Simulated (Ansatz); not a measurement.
The cell comes from COD entry 9013036, which wasn't checked; take it as a given geometry. It was measured hot, at 574 K.

A run on Au: DFT, PBE, all-electron LAPW, scalar-relativistic (Ansatz 0.2.0). The input:

```yaml
crystal:
  lattice:
    - [0.0, 2.0455, 2.0455]
    - [2.0455, 0.0, 2.0455]
    - [2.0455, 2.0455, 0.0]
  atoms:
    - { symbol: Au, position: [0.0, 0.0, 0.0] }
kpoints:
  mp_grid: { grid: [14, 14, 14] }
scf:
  occupations: { method: fermi_dirac, width: 0.08 }
hamiltonian:
  xc: pbe
  pseudopotentials:
    kind: all_electron
    lapw: { basis_error: 0.00025, muffin_tin_radii: { Au: 1.62 } }
output:
  forces: true
  stress: true
  eigenvalues: true
```

Problem. Can this result be used?

Solution. No. The input was rejected before any iteration. The typed spheres overlap: twice 1.620 Å exceeds the shortest distance, 2.893 Å; smaller radii, or none typed, cure it. It says:
```
Error: `kind: all_electron` solves this crystal on LAPW (the input types lapw, or this build lists no dataset of some species for it), and no LAPW basis is found for it: the given muffin-tin radii of Au and Au, or the smallest supported ones, add up to 3.240 Å, and 2.893 Å are free between these atoms; give smaller radii, or leave one out; where each species has a listed dataset, leave lapw and dirac_shells out and run without spin–orbit coupling, or set another kind (and leave the keys of all_electron out)
```
 The same cell converged in the base run, which differs by not having this change: all sphere radii typed as 1.62 A.
